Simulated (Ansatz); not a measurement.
# MnO in Ansatz: the effect of Hubbard term

Crystal: MnO.

```
Mn O
1.0
     0.00000    2.22391    2.22391
     2.22391    0.00000    2.22391
     2.22391    2.22391    0.00000
Mn O
1 1
Direct
  0.00000 0.00000 0.00000
  0.50000 0.50000 0.50000
```

The cell is a database's computed one.

Alike in all runs:

```yaml
Program: Ansatz 0.2.0
Task: density of states
Functional: PBEsol
Potentials_or_basis: all-electron LAPW, scalar-relativistic
Cutoff: 324 eV (chosen from the basis error)
Basis_error_allowed: 0.001 eV/atom
k_mesh: 10 × 10 × 10
Occupations: fermi-dirac, width 0.05 eV
Spin: collinear spin, ferromagnetic start
Starting_moments: "[4.0, 0.0] μB"
```

```csv
Hubbard term,gap on the mesh (eV),pressure (GPa)
none,?,?
Mn d U = 2 eV,none,0.4
Mn d U = 4 eV,none,2.8
Mn d U = 6 eV,0.32,5.2
Mn d U = 8 eV,0.54,7.4
```

Problem. What does the run with Hubbard term none give?

Solution. gap on the mesh none; pressure -7.1 GPa.

Worked out: A straight line through the other rows of the pressure, of slope 1.17 GPa per eV, extrapolates to -1.9 GPa, against the run's -7.1.

Caveats: a cell with one magnetic atom can't hold antiferromagnetic order, which such compounds often take; the magnetic state may not be the lowest (some runs); U is the effective U less J, on atomic orbitals that reach past the spheres (some runs); semilocal functionals often make such compounds metallic where correlation or magnetic order opens a gap, which also shifts bond lengths (some runs).

A k mesh can miss the band edges.

A gap of «none» marks a metal or a gap under the smearing width.

Runs at the PBE level aren't shown here.
